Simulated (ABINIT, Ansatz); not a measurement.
# Quasiparticle gap of ZnSe (Stilleite) in ABINIT, part 2 of 3

Wanted: ground state, empty states, screening and self-energy for ZnSe (Stilleite).

ABINIT 10.8.3; PBE and many-body steps on it, plane waves. Known limits of the many-body steps: not at the basis limit; no spin-orbit coupling; coarse k mesh.

So far. Step 2 (Ground state): The gap is direct, at Γ.

### Step 3. Bands along the symmetry lines

Level of this step: DFT, PBE, plane waves, norm-conserving pseudopotentials (ABINIT).

Levels along a band path, at the cheap level, show where the edges lie and whether the meshes to come will hold them.

run.abi reads:

```
acell 3*1.0 Angstrom
rprim 
  -0.000000000000 2.833800000000 2.833800000000
  2.833800000000 0.000000000000 2.833800000000
  2.833800000000 2.833800000000 -0.000000000000
ntypat 2
znucl 30 34
natom 2
typat 1 2
xred 
  0.000000000000 0.000000000000 0.000000000000
  0.250000000000 0.250000000000 0.250000000000
pp_dirpath "pseudos"
pseudos "Zn.upf, Se.upf"
ecut 48
iscf -2
irdden 1
kptopt 0
nkpt 50
kpt 
  0.00000000 0.00000000 0.00000000
  -0.06250000 -0.06250000 0.00000000
  -0.12500000 -0.12500000 0.00000000
  -0.18750000 -0.18750000 0.00000000
  -0.25000000 -0.25000000 0.00000000
  -0.31250000 -0.31250000 0.00000000
  -0.37500000 -0.37500000 0.00000000
  -0.43750000 -0.43750000 0.00000000
  -0.50000000 -0.50000000 0.00000000
  -0.48437500 -0.48437500 0.03125000
  -0.46875000 -0.46875000 0.06250000
  -0.45312500 -0.45312500 0.09375000
  -0.43750000 -0.43750000 0.12500000
  -0.42187500 -0.42187500 0.15625000
  -0.40625000 -0.40625000 0.18750000
  -0.39062500 -0.39062500 0.21875000
  -0.37500000 -0.37500000 0.25000000
  -0.37500000 0.00000000 0.37500000
  -0.32812500 0.00000000 0.32812500
  -0.28125000 0.00000000 0.28125000
  -0.23437500 0.00000000 0.23437500
  -0.18750000 0.00000000 0.18750000
  -0.14062500 0.00000000 0.14062500
  -0.09375000 0.00000000 0.09375000
  -0.04687500 0.00000000 0.04687500
  0.00000000 0.00000000 0.00000000
  0.00000000 0.00000000 0.06250000
  0.00000000 0.00000000 0.12500000
  0.00000000 0.00000000 0.18750000
  0.00000000 0.00000000 0.25000000
  0.00000000 0.00000000 0.31250000
  0.00000000 0.00000000 0.37500000
  0.00000000 0.00000000 0.43750000
  0.00000000 0.00000000 0.50000000
  -0.06250000 -0.03125000 0.46875000
  -0.12500000 -0.06250000 0.43750000
  -0.18750000 -0.09375000 0.40625000
  -0.25000000 -0.12500000 0.37500000
  -0.31250000 -0.15625000 0.34375000
  -0.37500000 -0.18750000 0.31250000
  -0.43750000 -0.21875000 0.28125000
  -0.50000000 -0.25000000 0.25000000
  -0.50000000 -0.28125000 0.21875000
  -0.50000000 -0.31250000 0.18750000
  -0.50000000 -0.34375000 0.15625000
  -0.50000000 -0.37500000 0.12500000
  -0.50000000 -0.40625000 0.09375000
  -0.50000000 -0.43750000 0.06250000
  -0.50000000 -0.46875000 0.03125000
  -0.50000000 -0.50000000 0.00000000
istwfk *1
nband 29
nbdbuf 2
tolwfr 1e-08
nstep 40
prtwf 0
prtvol 0
indata_prefix "in"
outdata_prefix "out"
tmpdata_prefix "tmp"
```

Run with:

```console
OMP_NUM_THREADS=1 mpirun -n 4 abinit run.abi > log
```

Numbers of over 12 decimals in the logs are rounded to 6 here.

Log:

```text
.Version 10.8.3 of ABINIT. v10.8.2 released Aug 2026.

 Symmetries : space group F-4 3 m (#216); Bravais cF (face-center cubic)
[... echo of the input left out ...]
== DATASET  1 ==================================================================
-   mpi_nproc: 4, omp_nthreads: 1 (-1 if OMP is not activated)

--- !DatasetInfo
iteration_state: {dtset: 1, }
dimensions: {natom: 2, nkpt: 50, mband: 29, nsppol: 1, nspinor: 1, nspden: 1, mpw: 4917, }
cutoff_energies: {ecut:  48.0, pawecutdg:  -1.0, }
electrons: {nelect:   4.40000000E+01, charge:   0.00000000E+00, occopt:   1.00000000E+00, tsmear:   1.00000000E-02, }

 Real(R)+Recip(G) space primitive vectors, cartesian coordinates (Bohr,Bohr^-1):
 R(1)=  0.0000000  5.3551059  5.3551059  G(1)= -0.0933688  0.0933688  0.0933688
 R(2)=  5.3551059  0.0000000  5.3551059  G(2)=  0.0933688 -0.0933688  0.0933688
 R(3)=  5.3551059  5.3551059  0.0000000  G(3)=  0.0933688  0.0933688 -0.0933688
 Unit cell volume ucvol=  3.0713845E+02 bohr^3
 Angles (23,13,12)=  6.00000000E+01  6.00000000E+01  6.00000000E+01 degrees

 getcut: wavevector=  0.0000  0.0000  0.0000  ngfft=  48  48  48
         ecut(hartree)=     48.000   => boxcut(ratio)=   2.03223

--- Pseudopotential description ------------------------------------------------
- Zn Generated using ONCVPSP code by D. R. Hamann
- 30.00000  20.00000  171031                  znucl, zion, pspdat
12 -101130 2 -1 1326                          pspcod,pspxc,lmax,lloc,mmax
     nproj     2     2     2
  pspatm : epsatm=   26.68164218
         --- l  ekb(1:nproj) -->
             0    2.827643   -1.532764
             1   -4.632527   -1.324876
             2   -6.943520   -2.557073
 pspatm: atomic psp has been read  and splines computed

- Se Generated using ONCVPSP code by D. R. Hamann
- 34.00000  24.00000  171031                  znucl, zion, pspdat
12 -101130 2 -1 1214                          pspcod,pspxc,lmax,lloc,mmax
     nproj     2     2     2
  pspatm : epsatm=   25.39064422
         --- l  ekb(1:nproj) -->
[...]
pspatm: atomic psp has been read  and splines computed

--------------------------------------------------------------------------------

================================================================================
 prteigrs : about to open file out_EIG
 Non-SCF case, kpt    1 (  0.00000  0.00000  0.00000), residuals and eigenvalues=
  3.39E-09  2.86E-09  5.98E-09  5.32E-09  7.61E-09  3.02E-09  4.24E-09  7.82E-09
  2.18E-09  3.21E-09  4.14E-09  1.76E-09  4.90E-09  2.39E-09  2.84E-09  9.89E-09
  4.17E-09  7.25E-09  9.91E-09  5.96E-09  3.30E-09  6.12E-09  1.70E-09  3.63E-09
  1.78E-09  6.17E-09  1.29E-09  5.03E-06  2.90E-05
 -7.4629E+00 -5.2385E+00 -5.2385E+00 -5.2385E+00 -4.4496E+00 -2.7650E+00
 -2.7650E+00 -2.7650E+00 -1.5698E+00 -1.5698E+00 -1.5698E+00 -1.5696E+00
 -1.5696E+00 -3.3425E-01 -8.7379E-02 -8.7379E-02 -8.7379E-02 -7.3851E-02
[...]
6.94E-09  5.44E-09  8.45E-09  2.26E-07  1.45E-06
[...]
Non-SCF case, kpt    3 ( -0.12500 -0.12500  0.00000), residuals and eigenvalues=
[...]
Non-SCF case, kpt   49 ( -0.50000 -0.46875  0.03125), residuals and eigenvalues=
[...]
Non-SCF case, kpt   50 ( -0.50000 -0.50000  0.00000), residuals and eigenvalues=
[...]
-1.5696E+00 -2.9542E-01 -8.6236E-02 -7.8086E-02 -7.8086E-02 -7.2078E-02
 -6.7227E-02 -2.1500E-02  7.2844E-02  7.2844E-02  2.6295E-01  2.8045E-01
[...]
--- !ResultsGS
iteration_state: {dtset: 1, }
comment   : Summary of ground state results
lattice_vectors:
- [ -0.0000000,   5.3551059,   5.3551059, ]
- [  5.3551059,   0.0000000,   5.3551059, ]
- [  5.3551059,   5.3551059,  -0.0000000, ]
lattice_lengths: [   7.57326,    7.57326,    7.57326, ]
lattice_angles: [ 60.000,  60.000,  60.000, ] # degrees, (23, 13, 12)
lattice_volume:   3.0713845E+02
convergence: {deltae:  0.000E+00, res2:  0.000E+00, residm:  9.978E-09, diffor:  0.000E+00, }
etotal    :  -5.47356177E+02
entropy   :   0.00000000E+00
fermie    :   1.53041323E-01
cartesian_stress_tensor: null
pressure_GPa: null
xred      :
- [  0.0000E+00,   0.0000E+00,   0.0000E+00, Zn]
- [  2.5000E-01,   2.5000E-01,   2.5000E-01, Se]
cartesian_forces: null
force_length_stats: {min: null, max: null, mean: null, }

 Integrated electronic density in atomic spheres:
 ------------------------------------------------
 Atom  Sphere_radius  Integrated_density
[...]
================================================================================

 ----iterations are completed or convergence reached----

 Mean square residual over all n,k,spin=   48.025E-10; max=  99.776E-10
 reduced coordinates (array xred) for    2 atoms
       0.000000000000      0.000000000000      0.000000000000
       0.250000000000      0.250000000000      0.250000000000

 cartesian coordinates (angstrom) at end:
    1      0.000000     0.000000     0.000000
    2      1.416900     1.416900     1.416900
 length scales=  1.889726125908  1.889726125908  1.889726125908 bohr
              =  1.000000000000  1.000000000000  1.000000000000 angstroms
 prteigrs : about to open file out_EIG
 Eigenvalues (hartree) for nkpt=  50  k points:
 kpt#   1, nband= 29, wtk=  1.00000, kpt=  0.0000  0.0000  0.0000 (reduced coord)
[...]
kpt#   2, nband= 29, wtk=  1.00000, kpt= -0.0625 -0.0625  0.0000 (reduced coord)
[...]
kpt#   3, nband= 29, wtk=  1.00000, kpt= -0.1250 -0.1250  0.0000 (reduced coord)
[...]
kpt#  49, nband= 29, wtk=  1.00000, kpt= -0.5000 -0.4687  0.0313 (reduced coord)
[...]
0.54216    0.55971    0.56900    0.66542    0.68318
 kpt#  50, nband= 29, wtk=  1.00000, kpt= -0.5000 -0.5000  0.0000 (reduced coord)
[...]
-1.56977   -1.56975   -1.56975   -1.56961   -1.56960   -0.29542   -0.08624   -0.07809
  -0.07809   -0.07208   -0.06723   -0.02150    0.07284    0.07284    0.26295    0.28045
   0.54749    0.56671    0.56671    0.66715    0.68505

== END DATASET(S) ==============================================================
================================================================================

 -outvars: echo values of variables after computation  --------
            nband          29
             nkpt          50
          spgroup         216
 [... the other variables as echoed above ...]

 Calculation completed.
```

Wall time 78 s (4 MPI ranks of Intel Xeon Platinum 8259CL at 2.50GHz (Skylake/Cascade Lake), shared host); peak memory 0.41 GiB.

This step gave:

```
gap                        : 1.288 eV
k of the valence top       : 0, 0, 0
k of the conduction bottom : 0, 0, 0
least direct gap           : 1.288 eV
```

The gap is 1.288 eV, as in the run before at this level.

Electronic bands along the path, in eV, zero at the top of the highest filled band:

| point | band 19 | band 20 | band 21 | band 22 | band 23 | band 24 | band 25 | band 26 |
| --- | --- | --- | --- | --- | --- | --- | --- | --- |
| Γ | -6.17 | 0.00 | 0.00 | 0.00 | 1.29 | 5.81 | 5.81 | 5.81 |
| halfway | -6.15 | -2.88 | -1.25 | -1.25 | 3.93 | 4.03 | 8.04 | 8.04 |
| X | -5.99 | -4.75 | -2.18 | -2.18 | 2.99 | 3.47 | 10.73 | 11.26 |
| halfway | -5.96 | -4.74 | -2.56 | -2.08 | 3.26 | 4.06 | 9.97 | 10.51 |
| U | -5.91 | -4.71 | -3.08 | -1.79 | 3.59 | 5.60 | 9.05 | 9.28 |
| jump to K | -5.91 | -4.71 | -3.08 | -1.79 | 3.59 | 5.60 | 9.05 | 9.28 |
| halfway | -6.15 | -3.33 | -1.74 | -0.49 | 3.79 | 5.97 | 6.67 | 6.69 |
| Γ | -6.17 | 0.00 | 0.00 | 0.00 | 1.29 | 5.81 | 5.81 | 5.81 |
| halfway | -6.17 | -3.04 | -0.48 | -0.48 | 2.75 | 6.45 | 6.45 | 6.57 |
| L | -6.01 | -5.22 | -0.87 | -0.87 | 2.55 | 6.39 | 6.39 | 8.57 |
| halfway | -5.96 | -4.89 | -2.41 | -1.46 | 4.23 | 5.55 | 7.42 | 8.68 |
| W | -5.87 | -4.68 | -2.76 | -2.66 | 5.49 | 5.56 | 6.97 | 7.72 |
| halfway | -5.93 | -4.72 | -2.48 | -2.43 | 3.88 | 4.29 | 9.22 | 9.31 |
| X | -5.99 | -4.75 | -2.18 | -2.18 | 2.99 | 3.47 | 10.73 | 11.26 |

### Step 4. Empty states on the mesh, 4×4×4 mesh, 322 bands

The sums over transitions need many empty states on a uniform mesh; this step solves for them.

run.abi reads:

```
acell 3*1.0 Angstrom
rprim 
  -0.000000000000 2.833800000000 2.833800000000
  2.833800000000 0.000000000000 2.833800000000
  2.833800000000 2.833800000000 -0.000000000000
ntypat 2
znucl 30 34
natom 2
typat 1 2
xred 
  0.000000000000 0.000000000000 0.000000000000
  0.250000000000 0.250000000000 0.250000000000
pp_dirpath "pseudos"
pseudos "Zn.upf, Se.upf"
ecut 48
ngkpt 4 4 4
nshiftk 1
shiftk 0 0 0
kptopt 1
chksymbreak 0
irdden 1
istwfk *1
nband 322
prtvol 0
optdriver 6
gwr_task "HDIAGO"
paral_kgb 0
occopt 1
indata_prefix "in"
outdata_prefix "out"
tmpdata_prefix "tmp"
```

Log:

```text
[banner, memory and clock lines left out]
.Version 10.8.3 of ABINIT. v10.8.2 released Aug 2026.

 Symmetries : space group F-4 3 m (#216); Bravais cF (face-center cubic)
[... echo of the input left out ...]
== DATASET  1 ==================================================================
-   mpi_nproc: 4, omp_nthreads: 1 (-1 if OMP is not activated)

--- !DatasetInfo
iteration_state: {dtset: 1, }
dimensions: {natom: 2, nkpt: 8, mband: 322, nsppol: 1, nspinor: 1, nspden: 1, mpw: 4910, }
cutoff_energies: {ecut:  48.0, pawecutdg:  -1.0, }
electrons: {nelect:   4.40000000E+01, charge:   0.00000000E+00, occopt:   1.00000000E+00, tsmear:   1.00000000E-02, }

.Using double precision arithmetic; gwpc =  8

- Reading GS density from: in_DEN

--- Pseudopotential description ------------------------------------------------
- Zn Generated using ONCVPSP code by D. R. Hamann
- 30.00000  20.00000  171031                  znucl, zion, pspdat
12 -101130 2 -1 1326                          pspcod,pspxc,lmax,lloc,mmax
     nproj     2     2     2
  pspatm : epsatm=   26.68164218
         --- l  ekb(1:nproj) -->
             0    2.827643   -1.532764
             1   -4.632527   -1.324876
             2   -6.943520   -2.557073
 pspatm: atomic psp has been read  and splines computed

- Se Generated using ONCVPSP code by D. R. Hamann
- 34.00000  24.00000  171031                  znucl, zion, pspdat
12 -101130 2 -1 1214                          pspcod,pspxc,lmax,lloc,mmax
     nproj     2     2     2
  pspatm : epsatm=   25.39064422
         --- l  ekb(1:nproj) -->
             0    3.556845   -2.828139
             1   -7.179526   -2.430107
             2  -10.025082   -4.447563
 pspatm: atomic psp has been read  and splines computed

   2.29118060E+03                                ecore*ucvol(ha*bohr**3)

 Total charge density [el/Bohr^3]
)     Maximum=    7.6270E+00  at reduced coord.    0.2083    0.2917    0.2917
)     Minimum=    1.8486E-03  at reduced coord.    0.7500    0.7500    0.7500
   Integrated=    4.4000E+01

 === KS gaps after direct diagonalization ===
 Direct band gap semiconductor
 Fundamental gap:     1.289 (eV)
   VBM:     4.164 (eV) at k: [ 0.0000E+00,  0.0000E+00,  0.0000E+00]
   CBM:     5.453 (eV) at k: [ 0.0000E+00,  0.0000E+00,  0.0000E+00]
 Direct gap:         1.289 (eV) at k: [ 0.0000E+00,  0.0000E+00,  0.0000E+00]

== END DATASET(S) ==============================================================

 -outvars: echo values of variables after computation  --------
           etotal      0.0000000000E+00
            nband         322
             nkpt           8
          spgroup         216
 [... the other variables as echoed above ...]

 Calculation completed.
```

The job ended after 4.9 min (4 MPI ranks; peak memory 5.4 GiB).

Numbers from this step:

```yaml
gap: 1.289 eV
k_of_the_valence_top: 0, 0, 0
k_of_the_conduction_bottom: 0, 0, 0
least_direct_gap: 1.289 eV
k_points_computed: 8
lowest_point_of_the_top_converged_band_above_the_valence_top: 188.7951 eV
```

On this mesh the gap is 1.289 eV.

### Step 5. Screening, 4×4×4 mesh, 314 bands, screening to 272.1 eV

The RPA dielectric matrix is built and inverted for each q.

This step: RPA screening on PBE, plane waves, norm-conserving pseudopotentials.

run.abi, as its differences from that of step 4:

```diff
@@ -20,10 +20,11 @@
 chksymbreak 0
-irdden 1
 istwfk *1
-nband 322
-prtvol 0
-optdriver 6
-gwr_task "HDIAGO"
-paral_kgb 0
 occopt 1
+irdwfk 1
+optdriver 3
+nband 314
+ecuteps 10
+inclvkb 2
+awtr 1
+symchi 1
 indata_prefix "in"
```

Log:

```text
.Version 10.8.3 of ABINIT. v10.8.2 released Aug 2026.

 Symmetries : space group F-4 3 m (#216); Bravais cF (face-center cubic)
[... echo of the input left out ...]
== DATASET  1 ==================================================================
-   mpi_nproc: 4, omp_nthreads: 1 (-1 if OMP is not activated)

--- !DatasetInfo
iteration_state: {dtset: 1, }
dimensions: {natom: 2, nkpt: 8, mband: 314, nsppol: 1, nspinor: 1, nspden: 1, mpw: 4910, }
cutoff_energies: {ecut:  48.0, pawecutdg:  -1.0, }
electrons: {nelect:   4.40000000E+01, charge:   0.00000000E+00, occopt:   1.00000000E+00, tsmear:   1.00000000E-02, }

 SCREENING: Calculation of the susceptibility and dielectric matrices

 Based on a program developped by R.W. Godby, V. Olevano, G. Onida, and L. Reining.
 Incorporated in ABINIT by V. Olevano, G.-M. Rignanese, and M. Torrent.
.Using double precision arithmetic ; gwpc =  8

[... cell and pseudopotentials left out ...]
--------------------------------------------------------------------------------

 ==== K-mesh for the wavefunctions ====
 Number of points in the irreducible wedge :     8
[... list of points left out ...]
 Together with 24 symmetry operations and time-reversal symmetry
 yields    64 points in the full Brillouin Zone.

 ==== Q-mesh for the screening function ====
 Number of points in the irreducible wedge :     8
[... list of points left out ...]
 Together with 24 symmetry operations and time-reversal symmetry
 yields    64 points in the full Brillouin Zone.

 setmesh: FFT mesh size selected  =    36x   36x   36
          total number of points  =        46656

 vcoul_init : cutoff-mode = AUXILIARY_FUNCTION
 q-points for optical limit:   1
     1)      0.000010    0.000020    0.000030

- screening: taking advantage of time-reversal symmetry
- Maximum band index for partially occupied states nbvw = 22
- Remaining bands to be divided among processors   nbcw = 292
- Number of bands treated by each node ~73

 Number of electrons calculated from density =   44.0000; Expected =   44.0000
 average of density, n =  0.143258
 r_s =    1.1856
 omega_plasma =   36.5103 [eV]

 calculating chi0 at frequencies [eV] :
  1    0.000000E+00    0.000000E+00
  2    0.000000E+00    3.651025E+01

--------------------------------------------------------------------------------
  q-point number  1        q = ( 0.000000, 0.000000, 0.000000) [r.l.u.]
--------------------------------------------------------------------------------
[... chi0 elements left out ...]
 For q-point:  0.000010 0.000020 0.000030
  dielectric constant =  13.5507
  dielectric constant without local fields =  14.4911

  Average fulfillment of the sum rule on Im[epsilon] for q-point    1 :     67.78  [%]
[... wings left out ...]
  q-point number  2        q = ( 0.250000, 0.000000, 0.000000) [r.l.u.]
--------------------------------------------------------------------------------
[... chi0 elements left out ...]
  Average fulfillment of the sum rule on Im[epsilon] for q-point    2 :     76.21  [%]

 [... 6 further q-points ...]
```

Run time: 17 min. Hardware: 4 MPI ranks; peak memory 2.9 GiB; 66 min of CPU time.

This step gave:

```
ε∞ with local fields, on this mesh, along the program's q direction : 13.55
the same without local fields                                       : 14.49
plasma frequency                                                    : 36.51 eV
plane waves in the screening matrix                                 : 459
```

Local fields lower ε∞ by 6 %. On a Γ-centred mesh this coarse the value itself is usually too large, while a short band sum pulls it down.

(Part 2 of 3 ends here.)

[Paths, hosts, dates, memory and timing lines, banners, echoed tables and standing remarks are left out of the program output.]

[Logs are printed without paths, hosts, clocks, repeated set-up lines and the standing remarks that a program may print on its own settings, such as how far it seeks lower states.]

[Runs of the session that timed out or met a known fault of the program may be left out.]

[Hosts, paths, dates, database ids (printed as entryN), source tags and the programs' standing remarks are cut or masked in the printed files.]

[G0W0 gaps are taken among the corrected bands and points alone; a level outside them can change the order at an edge.]

[Where Ansatz stands beside ABINIT at settings called matched, ABINIT's density can come from a denser mesh and the files from another edition; pairs whose starting gaps differed by over 0.03 eV were left out, so agreement reads better than it is.]
